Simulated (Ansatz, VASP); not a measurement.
**MgO: VASP beside Ansatz**

```xyz
2
Lattice="0.0000 2.1109 2.1109 2.1109 0.0000 2.1109 2.1109 2.1109 0.0000" Properties=species:S:1:pos:R:3 pbc="T T T"
Mg    0.0000    0.0000    0.0000
O     2.1109    2.1109    2.1109
```

Change from the starting cell: volume scaled by 1.02.

Alike in both runs: task single point; functional PBE; k mesh 11 × 11 × 11; occupations fermi-dirac, width 0.05 eV; no spin polarisation.

|  | VASP | Ansatz |
| --- | --- | --- |
| version | VASP 6.6.1 | Ansatz 0.2.0 |
| potentials or method | VASP PAW PBE potentials, release 64 (Mg, O) | Ansatz PAW |
| plane-wave cutoff (eV) | 520 | 420 |
| valence electrons in the cell | 8 | 16 |

Ansatz gave:

* gap on the k mesh at the Fermi level (eV): 4.68
* least direct gap on the mesh (eV): 4.68
* pressure (GPa): 3.5

Q: Estimate VASP's values.

A: gap on the k mesh at the Fermi level (eV): 4.66; least direct gap on the mesh (eV): 4.66; pressure (GPa): 2.8.

The two sets of potentials don't hold the same shells in valence.

Caveats: odd divisions of the mesh miss points on the zone boundary, where band edges often lie, so the gap on the mesh can be too wide (Ansatz); the pressure holds a Pulay correction of +0.6 GPa for the finite cutoff (Ansatz).
